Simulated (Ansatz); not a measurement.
Runs of Ansatz 0.2.0 on CuO. The typed cell holds 4 atoms: a = 2.988 Å, b = 2.816 Å, c = 5.493 Å, α = 74.89°, β = 74.25°, γ = 66.24°. The cell comes from a database or a generator and needn't be the stable form of this composition.

```csv
task,level,potentials or basis,cell,k mesh,cutoff (eV),points for each segment of the path,mesh quality,gap on the mesh (eV),pressure (GPa),largest force (eV/Å)
relaxation of cell and atoms,PBE,Ansatz PAW,relaxed,10 × 10 × 5,420,-,not flagged,none,0.0,-
band structure,PBE,PseudoDojo standard (PBE files),as given,10 × 10 × 5,1252,14,not flagged,none,-3.8,1.65
density of states,r2SCAN,Ansatz PAW,as given,10 × 10 × 5,500,-,not flagged,none,(a),1.65
single point,PBE,Ansatz PAW,as given,4 × 5 × 3,420,-,coarse,none,-3.8,1.71
```

Alike in all rows: no spin polarisation; smearing fermi-dirac 0.05 eV.

Q: Estimate the missing entries.

A: (a) -10.8.

Caveats: some runs use coarse meshes; the run has no spin polarisation, though such a crystal can be magnetic; semilocal functionals often make such compounds metallic where correlation or magnetic order opens a gap, which also shifts bond lengths; forces of over 1 eV/Å show positions far from the minimum, so gaps and moduli don't describe the material at rest (some runs); the plane-wave basis is chosen anew once the cell has moved, so the energies of steps on either side of that aren't comparable (some runs); the PAW data sets come from PBE, with cores solved anew for the run's functional, which leaves a small shift of forces and pressure (some runs).

A gap of «none» marks a metal or a gap under the smearing width.
